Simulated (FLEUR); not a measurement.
# CdS (Fm-3m) in FLEUR: a series of runs

One crystal, CdS, is run at these levels: PBE; tasks: equation of state.

All numbers are computed with FLEUR MaX-R8.1 (later development tree); they aren't measurements. Logs are shortened: lines on timing, memory, paths and dates and some standing lists are left out, and cuts for length are marked.

## 1. The crystal as given

Symmetry: Fm-3m, No. 225, cubic system. The conventional cell has a = 5.506 Å, b = 5.506 Å, c = 5.506 Å, α = 90.00°, β = 90.00°, γ = 90.00°. Around Cd (site symmetry m-3m) lie 6 S at 2.75 Å. S (site symmetry m-3m) has 6 Cd at 2.75 Å as nearest neighbours.

Measurements of this composition are mostly on another form, of space group No. 186.

## 2. Equation of state, PBE, 19.62 Å³/atom (volume scaled by 0.94)

Contents of inp.xml:

```xml
<?xml version="1.0" encoding="UTF-8" standalone="no"?>
<fleurInput fleurInputVersion="0.39">
   <comment>
      CdS                                                                                                 
   </comment>
   <calculationSetup>
      <cutoffs Kmax="4.15" Gmax="12.9" GmaxXC="12.9" numbands="0"/>
      <scfLoop itmax="60" minDistance="0.00001" maxIterBroyd="15" imix="Anderson" alpha="0.05" precondParam="0.0" spinf="2.0" sdNocoIR="T"/>
      <coreElectrons ctail="T" frcor="F" kcrel="0" coretail_lmax="0"/>
      <xcFunctional name="pbe" relativisticCorrections="F"/>
      <magnetism jspins="1"/>
      <soc l_soc="F" theta="0.0" phi="0.0" spav="F"/>
      <expertModes spex="0" secvar="F"/>
      <geometryOptimization l_f="F" forcealpha="1.0" forcemix="BFGS" epsdisp="0.0005" epsforce="0.0002"/>
      <ldaU l_linMix="F" mixParam="0.05" spinf="1.0"/>
   </calculationSetup>
   <cell>
      <bzIntegration valenceElectrons="26.0" mode="hist" fermiSmearingEnergy="0.00183747">
         <kPointListSelection listName="default-1"/>
         <!-- k-points included here -->
         <xi:include xmlns:xi="http://www.w3.org/2001/XInclude" href="kpts.xml"> </xi:include>
      </bzIntegration>
      <!-- symmetry operations included here -->
      <xi:include xmlns:xi="http://www.w3.org/2001/XInclude" href="sym.xml"> </xi:include>
      <bulkLattice scale="0.9795861087">
         <bravaisMatrix>
            <row-1>    0.0000000000000000     5.2028771141982020     5.2028771141982020</row-1>
            <row-2>    5.2028771141982020     0.0000000000000000     5.2028771141982020</row-2>
            <row-3>    5.2028771141982020     5.2028771141982020     0.0000000000000000</row-3>
         </bravaisMatrix>
      </bulkLattice>
   </cell>
   <atomSpecies>
      <species name="Cadmium (Cd)" element="Cd" atomicNumber="48">
         <mtSphere radius="2.66" gridPoints="879" logIncrement="0.015"/>
         <atomicCutoffs lmax="11" lnonsphr="8"/>
         <electronConfig flipSpins="F">
            <coreConfig>(1s1/2) (2s1/2) (2p1/2) (2p3/2) (3s1/2) (3p1/2) (3p3/2) (3d3/2) (3d5/2)</coreConfig>
            <valenceConfig>(4s1/2) (4p1/2) (4p3/2) (5s1/2) (4d3/2) (4d5/2)</valenceConfig>
         </electronConfig>
         <energyParameters s="5" p="5" d="4" f="4"/>
         <lo type="SCLO" l="0" n="4" eDeriv="0"/>
         <lo type="SCLO" l="1" n="4" eDeriv="0"/>
         <lo type="SCLO" l="1" n="4" eDeriv="1"/>
         <lo type="SCLO" l="2" n="4" eDeriv="2"/>
         <lo type="SCLO" l="3" n="4" eDeriv="2"/>
      </species>
      <species name="Sulfur (S)" element="S" atomicNumber="16">
         <mtSphere radius="2.0" gridPoints="685" logIncrement="0.017"/>
         <atomicCutoffs lmax="8" lnonsphr="6"/>
         <electronConfig flipSpins="F">
            <coreConfig>(1s1/2) (2s1/2) (2p1/2) (2p3/2)</coreConfig>
            <valenceConfig>(3s1/2) (3p1/2) (3p3/2)</valenceConfig>
            <stateOccupation state="(3p1/2)" spinUp="0.666667" spinDown="0.666667"/>
            <stateOccupation state="(3p3/2)" spinUp="1.333333" spinDown="1.333333"/>
         </electronConfig>
         <energyParameters s="3" p="3" d="3" f="4"/>
         <lo type="SCLO" l="0" n="3" eDeriv="2"/>
         <lo type="SCLO" l="1" n="3" eDeriv="2"/>
         <lo type="SCLO" l="2" n="3" eDeriv="2"/>
         <lo type="SCLO" l="3" n="4" eDeriv="2"/>
      </species>
   </atomSpecies>
   <atomGroups>
      <atomGroup species="Cadmium (Cd)">
         <relPos label="                   1">.0000000000 .0000000000 .0000000000</relPos>
         <force calculate="T" relaxXYZ="TTT"/>
      </atomGroup>
      <atomGroup species="Sulfur (S)">
         <relPos label="                   2">1.000/2.000 1.000/2.000 1.000/2.000</relPos>
         <force calculate="T" relaxXYZ="TTT"/>
      </atomGroup>
   </atomGroups>
   <output dos="F" band="F" slice="F">
      <checks vchk="F" cdinf="F"/>
      <bandDOS minEnergy="-.5*Htr" maxEnergy="0.5*Htr" sigma="0.015" storeEVData="T"/>
      <vacuumDOS vacdos="F" integ="F" star="F" nstars="0" locx1="0.0" locy1="0.0" locx2="0.0" locy2="0.0" nstm="0" tworkf="0.0"/>
      <unfoldingBand unfoldBand="F" supercellX="1" supercellY="1" supercellZ="1"/>
      <plotting iplot="0" polar="F">
         <plot TwoD="T" vec1="  1.0  0.0  0.0" vec2="  0.0  1.0  0.0" vec3="  0.0  0.0  1.0" zero="  0.0  0.0  0.0" file="plot"/>
      </plotting>
      <chargeDensitySlicing numkpt="0" minEigenval="0.0" maxEigenval="0.0" nnne="0" pallst="F"/>
      <specialOutput eonly="F"/>
      <moessbauerParams electricFieldGradient="T" isomerShift="T" coreHyperfine="T" valenceHyperfine="T"/>
      <magneticCircularDichroism mcd="F" energyLo="-10.0" energyUp="0.0"/>
   </output>
  <!-- We include the file relax.xml here to enable relaxations (see documentation) -->
  <xi:include xmlns:xi="http://www.w3.org/2001/XInclude" href="relax.xml"> <xi:fallback/> </xi:include>
</fleurInput>
```

Potentials or basis: all-electron, FLAPW.

The run is started by

```console
inpgen -f crystal.txt -profile fastHighL
# inp.xml edited to the form shown
fleur_MPI
```

Output:

```text
Welcome to FLEUR        (www.flapw.de)
      MaX-Release 8.1          (www.max-centre.eu)

 ========== k-point set info ==========
 Selected k-point list: default-1
 k-point list type: mesh
 8 x 8 x 8
 Number of k points: 29

 ------------Calculation Setup---------------------------
 Number of MPI-tasks      :            1
 Number of PE/node        :            1
 Number of OMP-threads    :            1
 Most efficient MPI parallelization for:
           1          29
 Additional eigenvalue parallelization possible
 Number of basis functions:          402
 Approximate size of matrices (H+S) per k-point:         0.002 GB
 --------------------------------------------------------
 Iteration:     1   Distance:       8.71834811 me/bohr^3
 Iteration:     2   Distance:       7.76823277 me/bohr^3
 Iteration:     3   Distance:       3.86348637 me/bohr^3
 Iteration:     4   Distance:       1.80244595 me/bohr^3
 Iteration:     5   Distance:       1.25122305 me/bohr^3
 Iteration:     6   Distance:       0.32206256 me/bohr^3
 Iteration:     7   Distance:       0.27835883 me/bohr^3
 Iteration:     8   Distance:       0.05348997 me/bohr^3
 Iteration:     9   Distance:       0.02410101 me/bohr^3
 Iteration:    10   Distance:       0.00308760 me/bohr^3
 Iteration:    11   Distance:       0.00141116 me/bohr^3
 Iteration:    12   Distance:       0.00037880 me/bohr^3
 Iteration:    13   Distance:       0.00004676 me/bohr^3
 Iteration:    14   Distance:       0.00004001 me/bohr^3
 Iteration:    15   Distance:       0.00000419 me/bohr^3

 ********************************************************************
 Run finished successfully
 Stop message:
   all done
 ********************************************************************
```

out.xml (last iteration):

```text
<iteration numberForCurrentRun="   15" overallNumber="   15">
         <energyParameters units="Htr">
            <atomicEP atomType="1" spin="1" branch="5s" branchLowest="-3.50" branchHighest="1.04" value="0.1341837659"/>
            <atomicEP atomType="1" spin="1" branch="5p" branchLowest="-2.07" branchHighest="1.64" value="0.3019082462"/>
            <atomicEP atomType="1" spin="1" branch="4d" branchLowest="-14.07" branchHighest="0.02" value="-0.0402948339"/>
            <atomicEP atomType="1" spin="1" branch="4f" branchLowest="-9.99" branchHighest="2.03" value="0.6224084211"/>
            <loAtomicEP atomType="1" spin="1" branch="4s" branchLowest="-26.57" branchHighest="-3.50" value="-3.5058184253"/>
            <loAtomicEP atomType="1" spin="1" branch="4p" branchLowest="-21.69" branchHighest="-2.07" value="-2.0811700019"/>
            <loAtomicEP atomType="1" spin="1" branch="4p" branchLowest="-21.69" branchHighest="-2.07" value="-2.0811700019"/>
            <loAtomicEP atomType="1" spin="1" branch="4d" branchLowest="-14.07" branchHighest="0.02" value="-0.0487249071"/>
            <loAtomicEP atomType="1" spin="1" branch="4f" branchLowest="-9.99" branchHighest="2.03" value="0.6224107299"/>
            <atomicEP atomType="2" spin="1" branch="3s" branchLowest="-7.29" branchHighest="0.69" value="-0.2554659264"/>
            <atomicEP atomType="2" spin="1" branch="3p" branchLowest="-5.26" branchHighest="1.27" value="0.0359392319"/>
            <atomicEP atomType="2" spin="1" branch="3d" branchLowest="-9.99" branchHighest="1.93" value="0.2830534218"/>
            <atomicEP atomType="2" spin="1" branch="4f" branchLowest="-9.99" branchHighest="4.55" value="0.4527188974"/>
            <loAtomicEP atomType="2" spin="1" branch="3s" branchLowest="-7.29" branchHighest="0.69" value="-0.2554659264"/>
            <loAtomicEP atomType="2" spin="1" branch="3p" branchLowest="-5.26" branchHighest="1.27" value="0.0354494697"/>
            <loAtomicEP atomType="2" spin="1" branch="3d" branchLowest="-9.99" branchHighest="1.93" value="0.2830514055"/>
            <loAtomicEP atomType="2" spin="1" branch="4f" branchLowest="-9.99" branchHighest="4.55" value="0.4527226851"/>
         </energyParameters>
         <eigenvalues>
            <eigenvaluesAt spin="1" ikpt="1" k_x="0.00000000" k_y="0.00000000" k_z="0.00000000">
                      -3.5058208108       -2.0750576313       -2.0750576313       -2.0750576313       -0.2518365232
                      -0.0537138621       -0.0537138621       -0.0536797867       -0.0536797867       -0.0536797867
                       0.1981471910        0.1981471910        0.1981471910        0.2707881560        0.5671439168
                       0.5671439168        0.5671439168        0.6391079749        0.6608675084        0.6608675084
                       0.6608675084
            </eigenvaluesAt>
            <eigenvaluesAt spin="1" ikpt="2" k_x="0.00000000" k_y="0.00000000" k_z="0.12500000">
                      -3.5058204211       -2.0750686207       -2.0750594003       -2.0750594003       -0.2465350126
                      -0.0557116055       -0.0557116055       -0.0543523432       -0.0524661181       -0.0524661181
                       0.1562785683        0.2023032326        0.2023032326        0.3121294795        0.5229070202
                       0.5568937017        0.5568937017        0.6096486186        0.6096486186        0.6438105996
                       0.7070212093
            </eigenvaluesAt>
            <eigenvaluesAt spin="1" ikpt="3" k_x="0.00000000" k_y="0.00000000" k_z="0.25000000">
                      -3.5058194938       -2.0750953294       -2.0750638105       -2.0750638105       -0.2322339819
                      -0.0603617443       -0.0603617443       -0.0568793034       -0.0494789116       -0.0494789116
                       0.0998234002        0.2128133342        0.2128133342        0.3576876692        0.4832385199
[... 18 lines left out ...]
            </mtCharges>
            <spinDependentCharge spin="1" total="26.0000000" interstitial="3.3898846" mtSpheres="22.6101154"/>
            <totalCharge value="26.0000000000"/>
         </valenceDensity>
         <coreStates atomType="     1" atomicNumber=" 48" spin="1" kinEnergy="   5643.9853173111" eigValSum="  -3337.2619969255" lostElectrons=" 0.000000">
            <state n="1" l="0" j="0.5" energy="-973.8372824321" weight="1.0000000000"/>
            <state n="2" l="0" j="0.5" energy="-144.2106008079" weight="1.0000000000"/>
            <state n="2" l="1" j="0.5" energy="-134.2224621013" weight="1.0000000000"/>
            <state n="2" l="1" j="1.5" energy="-127.1492349419" weight="2.0000000000"/>
            <state n="3" l="0" j="0.5" energy="-26.5656461510" weight="1.0000000000"/>
            <state n="3" l="1" j="0.5" energy="-22.5635980494" weight="1.0000000000"/>
            <state n="3" l="1" j="1.5" energy="-21.3003851858" weight="2.0000000000"/>
            <state n="3" l="2" j="1.5" energy="-14.2204445484" weight="2.0000000000"/>
            <state n="3" l="2" j="2.5" energy="-13.9637598563" weight="3.0000000000"/>
         </coreStates>
         <coreStates atomType="     2" atomicNumber=" 16" spin="1" kinEnergy="    387.5795357139" eigValSum="   -221.9518570986" lostElectrons=" 0.000265">
            <state n="1" l="0" j="0.5" energy="-87.9107209002" weight="1.0000000000"/>
            <state n="2" l="0" j="0.5" energy="-7.2883721951" weight="1.0000000000"/>
            <state n="2" l="1" j="0.5" energy="-5.2898506766" weight="1.0000000000"/>
            <state n="2" l="1" j="1.5" energy="-5.2434923887" weight="2.0000000000"/>
         </coreStates>
         <allElectronCharges>
            <spinDependentCharge spin="1" total="64.0000000" interstitial="3.3901486" mtSpheres="60.6098514"/>
            <totalCharge value="63.9999999967"/>
         </allElectronCharges>
         <moessbauerParams unitsHFF="kG" unitsIS="e/bohr^3" unitsEFG="Htr/bohr^2">
            <coreIsomerShift atomType="1" isTotal="161534.52745">
               <shell n="1" l="0" isomerShift="141646.17941"/>
               <shell n="2" l="0" isomerShift="16340.84548"/>
               <shell n="2" l="1" isomerShift="358.48594"/>
               <shell n="3" l="0" isomerShift="3115.57093"/>
               <shell n="3" l="1" isomerShift="73.44568"/>
               <shell n="3" l="2" isomerShift="0.00001"/>
            </coreIsomerShift>
            <coreIsomerShift atomType="2" isTotal="2932.43082">
               <shell n="1" l="0" isomerShift="2724.45883"/>
               <shell n="2" l="0" isomerShift="207.61145"/>
               <shell n="2" l="1" isomerShift="0.36054"/>
            </coreIsomerShift>
            <isomerShift atomType="1" nucleusRadius="0.0001140" averageDensity="162155.43141"/>
            <isomerShift atomType="2" nucleusRadius="0.0000750" averageDensity="2951.28328"/>
            <electricFieldGradient atomType="1" VXX="0.00000" VYY="0.00000" VZZ="0.00000" asymParam="0.00000">
            </electricFieldGradient>
            <electricFieldGradient atomType="2" VXX="0.00000" VYY="0.00000" VZZ="0.00000" asymParam="0.00000">
            </electricFieldGradient>
         </moessbauerParams>
         <totalEnergy                                    value="    -5995.2585354957" units="Htr">
            <sumOfEigenvalues                            value="    -3578.7689721067">
               <coreElectrons value="-3559.2138540240"/>
               <valenceElectrons value="-19.5551180826"/>
            </sumOfEigenvalues>
            <densityCoulombPotentialIntegral value="-9612.0334570039"/>
            <densityEffectivePotentialIntegral value="-9847.1680830118"/>
            <chargeDenXCDenIntegral value="-180.4596930647"/>
            <FockExchangeEnergyValence value="0.0000000000"/>
            <FockExchangeEnergyCore value="0.0000000000"/>
            <atomTypeDependentContributions atomType="1">
               <electronNucleiInteractionDifferentMTs value="6779.2424271557"/>
               <MadelungTerm value="-18.1474447283"/>
            </atomTypeDependentContributions>
            <atomTypeDependentContributions atomType="2">
               <electronNucleiInteractionDifferentMTs value="470.1252935990"/>
               <MadelungTerm value="-9.6660593511"/>
            </atomTypeDependentContributions>
            <tkbTimesEntropy value="0.0000344902"/>
            <freeEnergy value="-5995.2585699858"/>
            <extrapolationTo0K value="-5995.2585527408"/>
         </totalEnergy>
         <densityConvergence units="me/bohr^3">
            <chargeDensity spin="1" distance="0.0000041894"/>
         </densityConvergence>
      </iteration>
```

Wall time 24 s (1 thread of Arm Neoverse V2, shared host); peak memory 0.07 GiB.

Results:

```
Free energy                                           : -163139.2966 eV
Band gap on the k mesh                                : 0.26 eV, indirect (least direct gap 1.98 eV)
Valence electrons inside the program's atomic spheres : Cd 18.70; S 3.91 (radii Cd 2.66, S 2.0 bohr)
```

(Continued in part 2 of 2.)
